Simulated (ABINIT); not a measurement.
# GaAs: single point with PBE

**Experimental background.**

“Evidence of valence band perturbations in GaAsN/GaAs(001): A combined variable-angle spectroscopic ellipsometry and modulated photoreflectance investigation”, 2008, arxiv:0805.2212 reports, for a bulk crystal of GaAs at 300 K: band gap 1.418 ± 0.005 eV (direct).

Crystal: GaAs.

```
As Ga
1.0
     0.00000    2.82685    2.82685
     2.82685    0.00000    2.82685
     2.82685    2.82685    0.00000
As Ga
1 1
Direct
  0.75000 0.75000 0.75000
  0.00000 0.00000 0.00000
```

* Program: ABINIT 10.8.3 (patched build)
* Task: single point
* Functional: PBE
* Potentials or basis: JTH PAW PBE v2.0
* Cutoff: 463 eV
* k mesh: 8 × 8 × 8
* Occupations: fermi-dirac, width 0.05 eV
* Spin: no spin polarisation

| Quantity | Value |
| --- | --- |
| Pressure | 3.2 GPa |
| Band gap on the k mesh | 0.51 eV, direct |
| Valence electrons inside the program's atomic spheres | As 12.73; Ga 11.08 |

Levels at points of the mesh, in eV from the valence-band top:
```tsv
k point	band 11	band 12	band 13	band 14	band 15	band 16	band 17	band 18
(0.00, 0.00, 0.00)	-12.73	0.00	0.00	0.00	0.51	3.74	3.74	3.74
(0.50, 0.00, 0.00)	-10.96	-6.63	-1.14	-1.14	1.00	4.64	4.64	7.75
(0.50, 0.50, 0.00)	-10.23	-6.81	-2.68	-2.68	1.47	1.66	10.17	10.17
```

Run time: 22 s on 1 thread of Arm Neoverse V1 (shared host), peak memory 0.1 GiB.

A measured gap of GaAs is 1.418 eV (direct; 300 K; “Evidence of valence band perturbations in GaAsN/GaAs(001): A combined variable-angle spectroscopic ellipsometry and modulated photoreflectance investigation”, 2008, arxiv:0805.2212); the calculated 0.51 eV misses it by -0.91 eV. 3 values of this kind are on record (1.412 to 1.51 eV); this one was drawn at random among those near their median, those with a stated uncertainty first. Spin-orbit coupling on As, Ga is left out. The value is that of PBE on a finite k mesh, which can miss the band edges, without temperature or zero-point motion. Semilocal functionals fall short of measured gaps as a rule.
